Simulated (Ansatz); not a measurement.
α-phase Li₃N, treated with r²SCAN in Ansatz (plane waves, PAW).

Settings: plane-wave cutoff 500 eV, 12×12×8 k mesh (along the axes of the cell as run), gaussian smearing 0.02 eV, scalar-relativistic PAW data made under PBE.

Cell (relaxed at this level):

Space group P6/mmm (No. 191); a = b = 3.610 Å, c = 3.856 Å, α = β = 90.00°, γ = 120.00°

| atom | site | symmetry | x | y | z |
|---|---|---|---|---|---|
| Li | 2c | -6m2 | 0.3333 | 0.6667 | 0.0000 |
| Li | 1b | 6/mmm | 0.0000 | 0.0000 | 0.5000 |
| N | 1a | 6/mmm | 0.0000 | 0.0000 | 0.0000 |

Q: Give the computed band gap.

A: 
* **band gap**: 1.48 eV (on the SCF k mesh)

Measured, for comparison: band gap 2.15 eV (4 K, zero-point motion not removed, indirect, optical absorption, E parallel c; as tabulated in Brendecke and Bludau (1979), doi:10.1063/1.326533). Computed (rounded) less measured: band gap -0.67 eV.

Static lattice: no zero-point or thermal effects.

Ansatz is an electronic-structure program.
